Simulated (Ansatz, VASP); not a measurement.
# Cross-check of GaSb between VASP and Ansatz

Aim: how closely do two programs agree when they are given the same cell, functional and k mesh? The cell is taken from a series of VASP runs on this material, whose earlier steps may have relaxed, scaled or displaced it; both programs get it as it stands.

Main program and level: Ansatz 0.2.0; plane waves, with VASP 6.6.1 beside it; band structure at PBE0 and band structure at HSE06, spin-orbit coupling.

## Step 1: Set-up

It takes space group F-43m (No. 216, cubic). The conventional cell has a = 6.118 Å, b = 6.118 Å, c = 6.118 Å, α = 90.00°, β = 90.00°, γ = 90.00°. Nearest to Sb lie 4 Ga at 2.65 Å. Nearest to Ga lie 4 Sb at 2.65 Å. Farther neighbours are not listed.

Coordinates:

```cif
data_structure
_symmetry_space_group_name_H-M 'F-43m'
_symmetry_Int_Tables_number 216
_cell_length_a 6.1180
_cell_length_b 6.1180
_cell_length_c 6.1180
_cell_angle_alpha 90.000
_cell_angle_beta 90.000
_cell_angle_gamma 90.000
_cell_volume 229.00
loop_
_atom_site_label
_atom_site_type_symbol
_atom_site_symmetry_multiplicity
_atom_site_Wyckoff_symbol
_atom_site_fract_x
_atom_site_fract_y
_atom_site_fract_z
_atom_site_occupancy
Sb1 Sb 4 c 0.25000 0.25000 0.25000 1
Ga1 Ga 4 a 0.00000 0.00000 0.00000 1
```

## Step 2: VASP: band structure, PBE0

The same path points are solved in both programs, so levels can be compared one by one.

Lines of VASP's logs that name or quote its potential files are left out, and so is its time.

The run reads the wave functions of an earlier VASP run, which isn't shown here.

The input, INCAR:

```
SYSTEM = GaSb
PREC = Accurate
ENCUT = 350
EDIFF = 1E-06
NELM = 100
ISMEAR = 0
SIGMA = 0.03
LREAL = .FALSE.
ALGO = Normal
LHFCALC = .TRUE.
AEXX = 0.25
GGA = PE
LASPH = .TRUE.
NBANDS = 15
PRECFOCK = Fast
HFRCUT = -1
LORBIT = 11
LWAVE = .FALSE.
LCHARG = .FALSE.
KPAR = 4
```

The input, POSCAR:

```
GaSb
1.0
    0.0000000000      3.0590000000      3.0590000000
    3.0590000000      0.0000000000      3.0590000000
    3.0590000000      3.0590000000      0.0000000000
Sb Ga
1 1
Direct
    0.7500000000      0.7500000000      0.7500000000
    0.0000000000      0.0000000000      0.0000000000
```

The input, KPOINTS:

```
Automatic mesh
0
Gamma
4 4 4
0 0 0
```

The input, KPOINTS_OPT:

```
Line mode
10
Line-mode
Reciprocal
  0.00000000   0.00000000   0.00000000 GAMMA
  0.50000000   0.00000000   0.50000000 X

  0.50000000   0.00000000   0.50000000 X
  0.50000000   0.25000000   0.75000000 W

  0.50000000   0.25000000   0.75000000 W
  0.37500000   0.37500000   0.75000000 K

  0.37500000   0.37500000   0.75000000 K
  0.00000000   0.00000000   0.00000000 GAMMA

  0.00000000   0.00000000   0.00000000 GAMMA
  0.50000000   0.50000000   0.50000000 L

  0.50000000   0.50000000   0.50000000 L
  0.62500000   0.25000000   0.62500000 U

  0.62500000   0.25000000   0.62500000 U
  0.50000000   0.25000000   0.75000000 W

  0.50000000   0.25000000   0.75000000 W
  0.50000000   0.50000000   0.50000000 L

  0.50000000   0.50000000   0.50000000 L
  0.37500000   0.37500000   0.75000000 K

  0.62500000   0.25000000   0.62500000 U
  0.50000000   0.00000000   0.50000000 X
```

Potentials, in the order of the species: Sb and Ga_d (PBE family, release 64).

Started as:

```console
$ mpirun -np 4 vasp_std
```

Numbers of over 12 decimals in the logs are rounded to 6 here.

What it wrote:

```text
[banner, memory and clock lines left out]
running    4 mpi-ranks, on    1 nodes
 distrk:  each k-point on    1 cores,    4 groups
 distr:  one band on    1 cores,    1 groups

 POSCAR found type information on POSCAR SbGa
 POSCAR found :  2 types and       2 ions
 LDA part: xc-table for (Slater+PW92), standard interpolation
 found WAVECAR, reading the header
 POSCAR, INCAR and KPOINTS ok, starting setup
 FFT: planning ... GRIDC
 FFT: planning ... GRID_SOFT
 FFT: planning ... GRID
 HFRCUT set to (new)   9.563568
 reading WAVECAR
 the WAVECAR file was read successfully
 initial charge from wavefunction
 entering main loop
       N       E                     dE             d eps       ncg     rms          rms(c)
DAV:   1    -0.963554634324E+01   -0.96355E+01   -0.29862E+00   328   0.197E+01    0.190E+01
DAV:   2    -0.966220606563E+01   -0.26660E-01   -0.98488E-02   353   0.347E+00    0.133E+01
DAV:   3    -0.965782585353E+01    0.43802E-02   -0.93976E-03   303   0.150E+00    0.811E+00
DAV:   4    -0.965641499609E+01    0.14109E-02   -0.12480E-03   296   0.421E-01    0.484E+00
DAV:   5    -0.965600252708E+01    0.41247E-03   -0.37091E-04   275   0.144E-01    0.288E+00
DAV:   6    -0.965590220800E+01    0.10032E-03   -0.10527E-04   283   0.722E-02    0.171E+00
DAV:   7    -0.965587332923E+01    0.28879E-04   -0.21346E-05   275   0.374E-02    0.101E+00
DAV:   8    -0.965586498939E+01    0.83398E-05   -0.54496E-06   268   0.190E-02    0.600E-01
DAV:   9    -0.965586385417E+01    0.11352E-05   -0.20912E-06   282   0.959E-03    0.354E-01
DAV:  10    -0.965586468321E+01   -0.82904E-06   -0.72043E-07   225   0.512E-03
   1 F= -.96558647E+01 E0= -.96558647E+01  d E =-.268143E-24
 Start KPOINTS_OPT (optional k-point list driver)
k-point batch [1-8\100]
       N       E                     dE             ncg
DAV:   1    -0.266251707281E+03   -0.17042E+04      240
DAV:   2    -0.103988331408E+04   -0.77363E+03      254
DAV:   3    -0.110142599554E+04   -0.61543E+02      296
DAV:   4    -0.110295545319E+04   -0.15295E+01      304
DAV:   5    -0.110298879737E+04   -0.33344E-01      342
DAV:   6    -0.110298993573E+04   -0.11384E-02      349
DAV:   7    -0.110298994844E+04   -0.12714E-04      335
DAV:   8    -0.110298994864E+04   -0.19682E-06      246
[...]
k-point batch [97-100\100]
       N       E                     dE             ncg
DAV:   1     0.190599473483E+04   -0.22190E+04      120
DAV:   2     0.155029108436E+04   -0.35570E+03      120
DAV:   3     0.152669718926E+04   -0.23594E+02      148
DAV:   4     0.152623369148E+04   -0.46350E+00      177
DAV:   5     0.152622231345E+04   -0.11378E-01      193
DAV:   6     0.152622219621E+04   -0.11725E-03      184
DAV:   7     0.152622219410E+04   -0.21010E-05      184
DAV:   8     0.152622219404E+04   -0.60602E-07      144
```

Parts of OUTCAR (step 2):

```text
ion  position               nearest neighbor table
   1  0.750  0.750  0.750-   2 2.65   2 2.65   2 2.65   2 2.65
   2  0.000  0.000  0.000-   1 2.65   1 2.65   1 2.65   1 2.65

  LATTYP: Found a face centered cubic cell.
 ALAT       =     6.1180000000

 Subroutine GETGRP returns: Found 24 space group operations
 (whereof 24 operations were pure point group operations)

The static configuration has the point symmetry T_d .

 Found      8 irreducible k-points:

   k-points           NKPTS =      8   k-points in BZ     NKDIM =     64   number of bands    NBANDS=     15

   dimension x,y,z NGX =    28 NGY =   28 NGZ =   28
   dimension x,y,z NGXF=    56 NGYF=   56 NGZF=   56

   ENCUT  =  350.0 eV  25.72 Ry    5.07 a.u.   6.60  6.60  6.60*2*pi/ulx,y,z

   NELECT =      18.0000    total number of electrons

 k-points in reciprocal lattice and weights: Automatic mesh
   0.00000000  0.00000000  0.00000000       0.016
   0.25000000  0.00000000  0.00000000       0.125
   0.50000000  0.00000000  0.00000000       0.062
   0.25000000  0.25000000  0.00000000       0.094
   0.50000000  0.25000000  0.00000000       0.375
  -0.25000000  0.25000000  0.00000000       0.188
   0.50000000  0.50000000  0.00000000       0.047
  -0.25000000  0.50000000  0.25000000       0.094

  exchange ACFDT corr.  =         0.00000000  see jH, gK, PRB 81, 115126

 average (electrostatic) potential at core
       1 -83.2992       2 -58.3573

 E-fermi :   4.3581

 k-point     1 :       0.0000    0.0000    0.0000
  band No.  band energies     occupation
    ...
      5     -13.5338      2.00000
      6      -8.5214      2.00000
      7       4.1472      2.00000
      8       4.1472      2.00000
      9       4.1472      2.00000
     10       5.7045      0.00000
     11       8.3176      0.00000
     12       8.3176      0.00000
     13       8.3176      0.00000
     14      11.5173      0.00000
    ...

 k-point     2 :       0.2500    0.0000    0.0000
  band No.  band energies     occupation
    ...
      5     -13.5342      2.00000
      6      -7.8031      2.00000
      7      -0.1508      2.00000
      8       3.3912      2.00000
      9       3.3912      2.00000
     10       6.3465      0.00000
     11       9.2338      0.00000
     12       9.2339      0.00000
     13      10.9489      0.00000
     14      12.9271      0.00000
    ...

 k-point     3 :       0.5000    0.0000    0.0000
  band No.  band energies     occupation
    ...
      5     -13.5339      2.00000
      6      -6.6970      2.00000
      7      -2.8463      2.00000
      8       2.8794      2.00000
      9       2.8794      2.00000
     10       5.8987      0.00000
     11       9.3326      0.00000
     12       9.3326      0.00000
     13      12.1535      0.00000
     14      15.2786      0.00000
    ...

  energy-cutoff  :      350.00
  volume of cell :       57.25
      direct lattice vectors                 reciprocal lattice vectors
     0.000000000  3.059000000  3.059000000    -0.163452109  0.163452109  0.163452109
     3.059000000  0.000000000  3.059000000     0.163452109 -0.163452109  0.163452109
     3.059000000  3.059000000  0.000000000     0.163452109  0.163452109 -0.163452109

 POSITION                                       TOTAL-FORCE (eV/Angst)
 -----------------------------------------------------------------------------------
      4.58850      4.58850      4.58850        -0.000000      0.000000     -0.000000
      0.00000      0.00000      0.00000         0.000000     -0.000000      0.000000
 -----------------------------------------------------------------------------------
    total drift:                                0.000031     -0.000002      0.000011

  FREE ENERGIE OF THE ION-ELECTRON SYSTEM (eV)
  ---------------------------------------------------
  free  energy   TOTEN  =        -9.6558646832 eV

  energy  without entropy=       -9.6558646832  energy(sigma->0) =       -9.65586468

 total charge
# of ion       s       p       d       tot
------------------------------------------
    1        1.122   1.589   0.029   2.740
    2        0.841   0.776   9.978  11.596
--------------------------------------------------
tot          1.964   2.365  10.007  14.335

[... 3 further parts left out ...]
```

The k-mesh is coarse for unscreened exact exchange, which converges slowly with it.

## Step 3: Ansatz: band structure, PBE0

Ansatz runs on its default PAW (the set named soft_2) files.

The same cell, functional, mesh and smearing now go to Ansatz, which takes its cutoff from its data sets.

The input, input.yaml:

```yaml
crystal:
  lattice:
    - [0.0, 3.059, 3.059]
    - [3.059, 0.0, 3.059]
    - [3.059, 3.059, 0.0]
  atoms:
    - { symbol: Sb, position: [0.75, 0.75, 0.75] }
    - { symbol: Ga, position: [0.0, 0.0, 0.0] }
hamiltonian:
  xc: pbe0
  pseudopotentials: { kind: paw }
kpoints:
  mp_grid: { grid: [4, 4, 4] }
  band_path:
    path:
      - [0.0, 0.0, 0.0]
      - [0.5, 0.0, 0.5]
      - [0.5, 0.22222, 0.72222]
      - [0.40278, 0.34722, 0.75]
      - [0.125, 0.125, 0.25]
      - [0.27778, 0.27778, 0.27778]
      - [0.55556, 0.38889, 0.55556]
      - [0.58333, 0.25, 0.66667]
      - [0.5, 0.30556, 0.69444]
      - [0.48611, 0.48611, 0.52778]
      - [0.625, 0.25, 0.625]
      - [0.5, 0.0, 0.5]
    npoints: 1
scf:
  occupations: { method: gaussian, width: 0.03 }
  n_extra_bands: 7
output:
  forces: true
  stress: true
  eigenvalues: true
```

Started as:

```console
$ ansatz run input.yaml --threads 4 --pin off --max-ram 9216MiB --backend cpu --events-out ev --progress --plain --runs-dir out
```

What it wrote:

```text
Warning: output.stress: scf.convergence.dr2_threshold = 1e-7 eV (the SCF's general default) is looser than the 2e-10 eV advised for a printed stress (1e-10 eV for each atom of the cell: 2). What an SCF threshold leaves in a stress goes as its square root, and in the free energy as the threshold itself, and one threshold admits the most on a small cell: [figures from the program's tests cut] Set scf.convergence.dr2_threshold to 2e-10 eV or tighter. The threshold is an SCF's pass mark: one that does not reach it within its budget of iterations ends unconverged, or closes short of it on a stop that the run arms, and scf.convergence.dr2_threshold's page says what that costs each kind of run
Warning: output.stress: scf.exx.energy_threshold = 1e-6 eV is looser than the 2e-8 eV advised for a stress under a hybrid functional (1e-8 eV for each atom of the cell: 2). Every SCF of the exchange loop can meet its threshold on dr2 while the loop round them stops early: no threshold on dr2 bounds what that leaves in the stress. Set scf.exx.energy_threshold to 2e-8 eV or tighter. The threshold is the loop's pass mark: a loop that does not reach it within its budget of cycles ends unconverged, and scf.exx.energy_threshold's page has the law
scf.n_extra_bands = 7 over 14 filled bands (N_el = 28.0): the run solves 21 bands
Engine: ansatz 0.2.0, aarch64-unknown-linux-gnu
Pseudopotentials: kind: paw
Pseudopotential: Sb, paw, valence charge 15, recommended cutoff 420 eV (normal), Sb.paw.azcp
Pseudopotential: Ga, paw, valence charge 13, recommended cutoff 420 eV (normal), Ga.paw.azcp
Functional definition: PBE0
  parameter a = 0.25
  parameter kappa = 0.804
  parameter beta = 0.066725
  exchange = (1 - a)*pbe_x(kappa = kappa, mu = beta*pi^2/3) + a*exact_x
  correlation = pbe_c(beta = beta)
Crystal: 2 atoms, lattice volume = 57.249 Å³
Basis set: ecut = 420 eV, 1139 PW (Γ), exchange–correlation on 60×60×60 points (8 copies of the dense FFT grid, shifted against one another)
Bands: 21, of which v1, the nominal top of the filled ones, is band 14 counted from 1 (13 counted from 0)
Symmetry: 24 space group operations
Space group: F-43m (ITA 216), of the structure as read, at distance tolerance 3.9e-5 Å
k-points: 8 of 64 (time reversal used)
Non-local potential: Sb, projectors of the file, l = 0: 2, l = 1: 2, l = 2: 2, l = 3: 2
Non-local potential: Ga, projectors of the file, l = 0: 2, l = 1: 2, l = 2: 3, l = 3: 1
PAW form: soft (Blöchl's): semilocal exchange-correlation on the pseudo side does not see the compensation charge
PAW frozen core: Sb, regenerated for the run's functional, and the local potential with it (the file was generated under x = pbe(κ = 0.804, μ = 0.219515), c = pbe(β = 0.066725))
PAW frozen core: Ga, regenerated for the run's functional, and the local potential with it (the file was generated under x = pbe(κ = 0.804, μ = 0.219515), c = pbe(β = 0.066725))
PAW one-centre angular grid: Sb, 590 points (default); XC on 64 Gauss nodes
PAW one-centre angular grid: Ga, 590 points (default); XC on 64 Gauss nodes
Initial density: superposition of atomic densities (neutral atoms: chi_scale 0, normalization atom), corrected by the library's trained network
Initial wavefunctions: pseudopotential atomic-orbital guess
Functional: x = pbe(κ = 0.804, μ = 0.219515), c = pbe(β = 0.066725), warm-up for x = 0.75 pbe(κ = 0.804, μ = 0.219515) + 0.25 exact, c = pbe(β = 0.066725)
SCF iter   1: F=—  HF=-10267.624777 eV  |F-HF|=—  |Δ(HF+E_count)|=         —  Δρ=1.55e-3  dr2=6.48e-4  ethr=1.77e-3  ⟨swp⟩=13.9  Hψ=775  notcnv=0
preconditioner: auto → none  [insulator: Δε(μ)=0.032 eV  Ē_g=16.800 eV  σ=0.030 eV  W_gap=0.51  n_scr=14 (ndim 8)  ℏωp=20.8 eV  f_vac=0.091  D(μ)=1.45/eV (n_scr^D=14)]
SCF iter   2: F=—  HF=-10267.625258 eV  |F-HF|=—  |Δ(HF+E_count)|=   4.81e-4  Δρ=6.38e-4  dr2=1.14e-4  ethr=2.31e-6  ⟨swp⟩=5.4  Hψ=536  notcnv=0  defer=4
SCF iter   3: F=—  HF=-10267.625333 eV  |F-HF|=—  |Δ(HF+E_count)|=   7.45e-5  Δρ=2.00e-4  dr2=1.30e-5  ethr=4.07e-7  ⟨swp⟩=3.0  Hψ=361  notcnv=0
iter 4 solved again at ethr=2.56e-9 eV; its pass at ethr=4.65e-8 eV (dr2=7.18e-7 eV) is discarded
SCF iter   4: F=—  HF=-10267.625326 eV  |F-HF|=—  |Δ(HF+E_count)|=   6.75e-6  Δρ=3.66e-5  dr2=7.52e-7  ethr=2.56e-9  ⟨swp⟩=3.0  Hψ=704  notcnv=0
SCF iter   5: F=—  HF=-10267.625326 eV  |F-HF|=—  |Δ(HF+E_count)|=   3.11e-7  Δρ=1.22e-5  dr2=6.82e-8  ethr=2.56e-9  ⟨swp⟩=3.0  Hψ=354  notcnv=0
SCF iter   6: F=—  HF=-10267.625326 eV  |F-HF|=—  |Δ(HF+E_count)|=   1.17e-7  Δρ=1.98e-6  dr2=1.96e-9  ethr=2.44e-10  ⟨swp⟩=3.0  Hψ=310  notcnv=0
SCF iter   7: F=-10267.625326 eV  HF=-10267.625326 eV  |F-HF|=5.64e-11  |Δ(HF+E_count)|=   5.29e-9  Δρ=5.84e-7  dr2=1.04e-10  ethr=7.01e-12  ⟨swp⟩=4.0  Hψ=386  notcnv=0
SCF 1 converged in 7 iterations: F = -10267.625326 eV  dr2 = 1.04e-10
  greatest PAW one-centre occupation: 0.995 electrons in one spin orbital (limit 2), on the Sb atom at site 0 (counted from 0), in its partial waves of l = 2
Initial density: handed on by an earlier stage of this run
Initial wavefunctions: those handed on with the density
Functional: x = 0.75 pbe(κ = 0.804, μ = 0.219515) + 0.25 exact, c = pbe(β = 0.066725)
Frozen-core exchange: fock
iter 1 solved again at ethr=5.96e-5 eV; its pass at ethr=1.00e-1 eV (dr2=1.67e-2 eV) is discarded
SCF iter   1: F=—  HF=-10271.740913 eV  |F-HF|=—  |Δ(HF+E_count)|=         —  Δρ=1.10e-2  dr2=2.60e-2  ethr=5.96e-5  ⟨swp⟩=4.8  Hψ=915  notcnv=0
preconditioner: auto → none  [insulator: Δε(μ)=1.114 eV  Ē_g=20.252 eV  σ=0.030 eV  W_gap=1.00  n_scr=14 (ndim 8)  ℏωp=20.8 eV  f_vac=0.093  D(μ)=0.00/eV (n_scr^D=0)]
[...]
SCF iter   5: F=—  HF=-10271.743209 eV  |F-HF|=—  |Δ(HF+E_count)|=   1.38e-2  Δρ=1.32e-3  dr2=4.54e-4  ethr=6.17e-8  ⟨swp⟩=5.0  Hψ=612  notcnv=0
SCF iter   6: F=—  HF=-10271.743060 eV  |F-HF|=—  |Δ(HF+E_count)|=   1.49e-4  Δρ=5.68e-5  dr2=4.74e-5  ethr=6.17e-8  ⟨swp⟩=4.0  Hψ=413  notcnv=0
SCF iter   7: F=-10271.743327 eV  HF=-10271.743333 eV  |F-HF|=6.26e-6  |Δ(HF+E_count)|=   2.73e-4  Δρ=1.96e-4  dr2=1.25e-5  ethr=4.13e-9  ⟨swp⟩=5.1  Hψ=560  notcnv=0
SCF 2 stopped early in 7 iterations: F = -10271.743327 eV  dr2 = 1.25e-5
  greatest PAW one-centre occupation: 0.996 electrons in one spin orbital (limit 2), on the Sb atom at site 0 (counted from 0), in its partial waves of l = 2
hybrid outer 1: dexx = +1.594e-2 eV, tail = 8.31e-5 eV
Frozen-core exchange: fock
SCF iter   1: F=—  HF=-10271.743112 eV  |F-HF|=—  |Δ(HF+E_count)|=         —  Δρ=3.73e-5  dr2=6.18e-6  ethr=1.48e-6  ⟨swp⟩=4.0  Hψ=357  notcnv=0
preconditioner: auto → none  [insulator: Δε(μ)=1.518 eV  Ē_g=20.098 eV  σ=0.030 eV  W_gap=1.00  n_scr=14 (ndim 8)  ℏωp=20.8 eV  f_vac=0.093  D(μ)=0.00/eV (n_scr^D=0)]
SCF iter   2: F=—  HF=-10271.743115 eV  |F-HF|=—  |Δ(HF+E_count)|=   2.14e-6  Δρ=1.80e-5  dr2=5.70e-6  ethr=2.19e-9  ⟨swp⟩=4.1  Hψ=454  notcnv=0
SCF iter   3: F=—  HF=-10271.743114 eV  |F-HF|=—  |Δ(HF+E_count)|=   5.49e-8  Δρ=6.84e-6  dr2=5.56e-6  ethr=5.53e-10  ⟨swp⟩=3.1  Hψ=334  notcnv=0  defer=1
SCF iter   4: F=—  HF=-10271.743232 eV  |F-HF|=—  |Δ(HF+E_count)|=   1.18e-4  Δρ=1.11e-5  dr2=1.28e-7  ethr=7.04e-11  ⟨swp⟩=4.6  Hψ=595  notcnv=0  defer=1
SCF iter   5: F=—  HF=-10271.743232 eV  |F-HF|=—  |Δ(HF+E_count)|=   3.31e-8  Δρ=3.93e-6  dr2=3.59e-8  ethr=7.04e-11  ⟨swp⟩=3.0  Hψ=314  notcnv=0
SCF iter   6: F=—  HF=-10271.743232 eV  |F-HF|=—  |Δ(HF+E_count)|=   7.44e-9  Δρ=9.29e-7  dr2=2.43e-8  ethr=3.98e-11  ⟨swp⟩=3.0  Hψ=339  notcnv=0
SCF iter   7: F=-10271.743233 eV  HF=-10271.743233 eV  |F-HF|=1.48e-9  |Δ(HF+E_count)|=   2.48e-7  Δρ=1.85e-6  dr2=2.31e-9  ethr=1.41e-12  ⟨swp⟩=5.1  Hψ=564  notcnv=0
SCF 3 converged in 7 iterations: F = -10271.743233 eV  dr2 = 2.31e-9
  Residual-converged pass: ⟨swp⟩=1.6  Hψ=173  notcnv=0  max |occ|·‖R‖ = 2.3e-6 eV (tolerance 2.4e-6 eV)  dr2=2.31e-9  dr2_onsite=7.40e-10  max |Δocc| = 3.0e-287
hybrid outer 2: dexx = +1.732e-6 eV, tail = 3.27e-8 eV, Δε = 3.44e-3 eV (about 1.11e-4 eV left of the loop's levels)
NSCF: frozen V_eff on 12 k-points
hybrid SCF converged: 2 outer / 14 inner (+7 warm-up), last move |dexx| = 1.73e-6 eV, tail = 3.27e-8 eV
Stability not checked: this state was not tested for a lower state beside it, because the functional holds exact exchange (a hybrid, or Hartree-Fock), whose exchange loop this test does not read (fock_operator; see scf.lower_state_search)
Free energy (F): -10271.743233 eV
Frozen-core exchange: fock
Harris-Foulkes:  -10271.743233 eV  (|F-HF|=1.48e-9)
Internal energy: -10271.743233 eV  (E = F + TS)
E sigma→0 (E₀):  -10271.743233 eV
Fermi energy:    7.806080 eV
--- Per-component energies (eV) ---
  E_band       = -333.942137
  E_kinetic    = 322.320738
  E_local      = -3918.871027  (includes V_loc(G=0)·N_el)
  E_nonlocal   = 789.655958
  E_hartree    = 1808.960275
  E_xc         = -159.173618
  E_vxc        = -118.578834  (∫ρ·V_xc dr)
  E_exx        = -100.295847  (= α·E_x^exact, valence–valence)
  E_paw        = -6520.521356  (= ΣΔE_a)
  E_vpaw       = -825.797438  (= ΣTr[D̂ρ^β])
  E_aug_tail   = -0.000099  (compensation charges beyond the density's cutoff)
  E_ewald      = -2493.919138
  E_core_change = 0.100882  (= ΣΔE_core)
  E_smearing   = -0.000000  (= −TS)
  E_closure    = -0.000000  (closes the sum)
  Σ components = -10271.743233   (vs F -10271.743233, Δ=0.00e0)
--- Forces (eV/Å), atoms counted from 1 ---
  atom   1  Sb     0.00000000    -0.00000000    -0.00000000
  atom   2  Ga    -0.00000000     0.00000000     0.00000000
  max |Σ_I F_I| component: 5.55e-17 eV/Å
--- Stress (GPa, compression-positive) ---
        0.599512       0.000000      -0.000000
        0.000000       0.599512       0.000000
       -0.000000       0.000000       0.599512
  P = ⅓ Tr σ = 0.5995 GPa (5.995 kbar)
--- Band table (eV; the first three rows and the last of 8) ---
  k-point 0: bands = [... 10 lower, -5.6428, 7.0464, 7.0464, 7.0464, 8.5650, 11.1659, 11.1659, 11.1659, ... 3 higher]
  k-point 1: bands = [... 10 lower, -4.9609, 2.7336, 6.2941, 6.2941, 9.1974, 12.0963, 12.0963, 13.8185, ... 3 higher]
  k-point 2: bands = [... 10 lower, -3.8237, 0.0346, 5.7771, 5.7771, 8.7534, 12.1888, 12.1888, 14.9750, ... 3 higher]
  k-point 7: bands = [... 10 lower, -2.8371, -0.2849, 3.3723, 3.6322, 12.2806, 12.7048, 13.0114, 13.2067, ... 3 higher]
```

The job ended after 26 s (4 threads of Arm Neoverse V1, shared host; peak memory 0.79 GiB; 96 s of CPU time).

In the SCF lines HF is the Harris–Foulkes energy and dr2 the Hartree energy of the density residual, in eV; the loop may stop once dr2 is under the threshold and the program's other checks hold. Hψ counts applications of the Hamiltonian.

[end of part 1 of 2]

[Lines on the potential files, build, host, timing and source positions are cut from VASP's logs without a mark.]

[Logs are printed without paths, hosts, clocks, repeated set-up lines and the standing remarks that a program may print on its own settings, such as how far it seeks lower states.]

[Hosts, paths, dates, database ids (printed as entryN), source tags and the programs' standing remarks are cut or masked in the printed files.]
